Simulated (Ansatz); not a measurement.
## Al3GaN4: energy along a strain

Al3GaN4, P-43m, a = 4.401 Å. The structure is a Materials Project entry; whether it is the stable form wasn't checked. Ansatz: r2SCAN, PAW, 500 eV, Γ-centred 6×6×6 mesh on 8 atoms, Gaussian smearing 0.05 eV; no spin polarisation. Cell vectors (Å): 4.401 0.000 0.000; 0.000 4.401 0.000; 0.000 0.000 4.401. The cell is strained by x per cent times the pattern (0 0 0 0 1 0) in the order xx yy zz yz xz xy (engineering shears), with fractional coordinates held. y is the free energy over the start, V0 = 10.657 Å³/atom. Symmetry makes y even in x. Points with a strain past 8.5 % were computed too (2) and aren't used here.

| x (%) | y (meV/atom) |
| --- | --- |
| -5.00 | 18.75 |
| 0.00 | 0.00 |
| 1.25 | 1.17 |
| 2.50 | 4.68 |
| 3.75 | 10.54 |
| 6.25 | 29.33 |
| 7.50 | ? |

**Question.** Fit y = c2 x² + c4 x⁴ to the other rows, get the stiffness along the pattern, and predict the missing energy.

**Answer.** Least squares on the rows shown. y = 0.74860 x² + 5.7387×10⁻⁵ x⁴. The clamped-ion stiffness p·C·p = 2 × 7.486 eV × 160.2 / 10.657 Å³ = 225 GPa, which is C55 in these axes (C44 of the cubic crystal). At x = 7.50 the fit asked for gives 42.29 meV/atom. The run gave 42.31 meV/atom, so the fit is 0.02 meV/atom too low, a small miss on the scale of the series.

The energy rises almost quadratically with shear, and the small positive quartic term marks only a slight stiffening at larger strain. The resistance comes from the partly ionic, strongly directional bonds of a tetrahedral nitride network. With the fractional coordinates held, this shear lengthens some metal-nitrogen bonds and shortens others, as well as bending the angles between them. The odd anharmonic contributions of stretched and compressed bonds cancel by symmetry, which helps to keep the curve close to a parabola.

The 225 GPa is therefore an upper bound on the relaxed C44 at this level of theory. In a real crystal the cation and nitrogen sublattices can shift against each other under shear, trading costly bond stretching for cheaper angle bending. This internal relaxation is typically substantial in zinc-blende-type compounds, so the measurable constant is probably clearly lower. The good prediction at 7.50 % supports the smoothness of the clamped energy curve, but a single shear path can't establish mechanical stability, which also depends on the other elastic constants.
